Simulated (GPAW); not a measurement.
Set up this calculation in GPAW 26.7.0, as an ASE script.

| Quantity | Value |
| --- | --- |
| Task | relaxation of cell and atoms |
| Functional | PBEsol |
| Dispersion | D3(BJ) |
| Potentials or basis | PAW data sets generated in the run's folder for this functional |
| Cutoff | 600 eV |
| Basis | pw |
| k mesh | 7 × 7 × 4 |
| Occupations | fermi-dirac, width 0.05 eV |
| Spin | no spin polarisation |
| Maxiter | 150 |
| Optimizer | BFGS |
| Fmax | 0.02 eV/Å |
| Max steps | 60 |
| Convergence | density=1e-05 forces=0.0001 |

The system is Sb.

```xyz
2
Lattice="3.3545 0.0000 0.0000 -1.6773 2.9051 0.0000 0.0000 0.0000 5.4702" Properties=species:S:1:pos:R:3 pbc="T T T"
Sb    1.6773    0.9684    4.1026
Sb    0.0000    1.9367    1.3675
```

This isn't the form of Sb at room conditions, which is rhombohedral.

The input as run:

run.py

```python
from ase import Atoms
from ase.calculators.mixing import SumCalculator
from ase.filters import FrechetCellFilter
from ase.io import write
from ase.optimize import BFGS
from dftd3.ase import DFTD3
from gpaw import GPAW, PW, setup_paths

setup_paths.insert(0, '.')

atoms = Atoms(['Sb', 'Sb'],
              cell=[[3.3545324186, 0.0, 0.0],
                    [-1.6772662093, 2.9051102923, 0.0],
                    [0.0, 0.0, 5.47016065]],
              scaled_positions=[[0.6666666667, 0.3333333333, 0.75],
                                [0.3333333333, 0.6666666667, 0.25]],
              pbc=True)

calc = GPAW(mode=PW(600),
            xc='PBEsol',
            kpts={'size': (7, 7, 4), 'gamma': True},
            occupations={'name': 'fermi-dirac', 'width': 0.05},
            nbands=25,
            convergence={'density': 1e-05, 'forces': 0.0001},
            maxiter=150,
            txt='gpaw.txt')
atoms.calc = SumCalculator([calc, DFTD3(method='pbesol', damping='d3bj')])
opt = BFGS(FrechetCellFilter(atoms), trajectory='relax.traj', logfile='-')
done = opt.run(fmax=0.02, steps=60)
calc.write('gs.gpw')
write('result.traj', atoms)
print('Converged:', done)
print('Cell:', atoms.cell.cellpar().round(4))
print('Volume:', round(atoms.get_volume(), 4))
print(atoms.get_scaled_positions().round(5))
```

Potentials or basis: PAW data sets generated in the run's folder for this functional, pw.

Command:

```sh
$ gpaw-setup -f PBEsol Sb
$ OMP_NUM_THREADS=1 python run.py
```

Results of the run:

| Item | Value |
| --- | --- |
| Relaxed volume | 24.75 Å³/atom |
| Relaxed cell | a = 3.287 Å, b = 3.287 Å, c = 5.290 Å, α = 90.00°, β = 90.00°, γ = 120.00° |
| Space group after relaxing (to 0.05 Å) | P6_3/mmc (No. 194) |
| Energy gained by relaxing | 32.4 meV/atom |
| Ionic steps | 6 |
| Pressure after relaxing | 0.0 GPa |
| Band gap on the k mesh | none (metal or under the smearing width) |
| Dispersion energy per atom | -0.553 eV |

Caveat: later steps reuse the first step's grids; pairwise dispersion overbinds metals, which lowers pressure and volume.

Run time: 97 s on 1 thread of Arm Neoverse V1, with other jobs on the host, peak memory 0.28 GiB.
